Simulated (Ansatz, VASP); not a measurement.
## One calculation of KI2, two programs

File INCAR:

```
SYSTEM = KI2
PREC = Accurate ; ENCUT = 520
EDIFF = 1E-6 ; ISMEAR = 0
SIGMA = 0.1 ; LREAL = .False.
LASPH = .True. ; NELM = 60
ALGO = Normal ; ISIF = 2
LWAVE = .False. ; LCHARG = .False.
GGA = PE ; NBANDS = 18
```

Contents of KPOINTS:

```
Automatic mesh
0
Gamma
  4 4 4
  0 0 0
```

The input POSCAR:

```
KI2
1.0
    0.0000000000      4.0671221000      4.0671221000
    4.0671221000      0.0000000000      4.0671221000
    4.0671221000      4.0671221000      0.0000000000
K I
1 2
Direct
    0.7500000000      0.7500000000      0.7500000000
    0.2500000000      0.2500000000      0.2500000000
    0.5000000000      0.5000000000      0.5000000000
```

Input for Ansatz:

```yaml
crystal:
  lattice:
    - [0.0, 4.0671221, 4.0671221]
    - [4.0671221, 0.0, 4.0671221]
    - [4.0671221, 4.0671221, 0.0]
  atoms:
    - { symbol: K, position: [0.75, 0.75, 0.75] }
    - { symbol: I, position: [0.25, 0.25, 0.25] }
    - { symbol: I, position: [0.5, 0.5, 0.5] }
basis:
  ecutwfc: 420
kpoints:
  mp_grid: { grid: [4, 4, 4] }
hamiltonian:
  xc: pbe
scf:
  occupations: { method: gaussian, width: 0.1 }
  lower_state_search: "off"
output:
  forces: true
  stress: true
  eigenvalues: true
```

Alike in both runs: task single point; functional PBE; k mesh 4 × 4 × 4; occupations gaussian, width 0.1 eV; no spin polarisation.

|  | VASP | Ansatz |
| --- | --- | --- |
| version | VASP 6.6.1 | Ansatz 0.2.0 |
| potentials or method | VASP PAW PBE potentials, release 64 (K_sv, I) | scalar-relativistic, plane waves, PAW |
| plane-wave cutoff (eV) | 520 | 420 |
| valence electrons in the cell | 23 | 43 |

|  | VASP | Ansatz | Ansatz less VASP |
| --- | --- | --- | --- |
| gap on the k mesh at the Fermi level (eV) | none | none | - |
| pressure (GPa) | 1.9 | 1.9 | -0.01 |

A gap of «none» marks a metal or a gap that the smearing closes. The two sets of potentials don't hold the same shells in valence.

Caveats: an odd number of electrons without spin polarisation forces a metal; a magnetic or distorted state may lie lower. The runs have no spin-orbit coupling, so splittings on I are missing.
